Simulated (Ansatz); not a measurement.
Set up this calculation in Ansatz 0.2.0, as the native input.

```
Task                : elastic constants
Functional          : LDA
Potentials or basis : all-electron LAPW, scalar-relativistic
Cutoff              : 306 eV (chosen from the basis error)
Basis error allowed : 0.001 eV/atom
k mesh              : 9 × 9 × 9
Occupations         : fermi-dirac, width 0.05 eV
Spin                : no spin polarisation
```

Ir:

```
Ir
1.0
     0.00000    1.91560    1.91560
     1.91560    0.00000    1.91560
     1.91560    1.91560    0.00000
Ir
1
Direct
  0.00000 0.00000 0.00000
```

One way to write it, as run:

input.yaml

```yaml
crystal:
  lattice:
    - [0.0, 1.9156, 1.9156]
    - [1.9156, 0.0, 1.9156]
    - [1.9156, 1.9156, 0.0]
  atoms:
    - { symbol: Ir, position: [0.0, 0.0, 0.0] }
kpoints:
  mp_grid: { grid: [9, 9, 9] }
scf:
  occupations: { method: fermi_dirac, width: 0.05 }
hamiltonian:
  xc: lda
  pseudopotentials: { kind: all_electron, lapw: { basis_error: 0.001 } }
output:
  forces: true
  stress: true
elastic:
  mode: relaxed_ion
  stencil: two_point
```

Potentials or basis: all-electron LAPW, scalar-relativistic.

Command:

```sh
$ ansatz run input.yaml --threads 1 --pin off --max-ram 3072MiB --backend cpu --events-out ev --progress --plain --runs-dir out
```

Results of the run:

- Pressure: -6.7 GPa
- Band gap on the k mesh: none (metal or under the smearing width)
- Elastic constants C11, C12, C44: 663, 227, 308 GPa
- Voigt bulk modulus: 373 GPa

Caveat: the k mesh is thin for a metal, which can move the energy by tens of meV per atom; a metal's response needs a denser mesh; the cell is more than 3 GPa from zero pressure, which shifts response properties; elastic constants of metals need much finer meshes, so these are rough.

Wall time 42 s on 1 thread of Arm Neoverse V2, with other jobs on the host, peak memory 0.36 GiB.
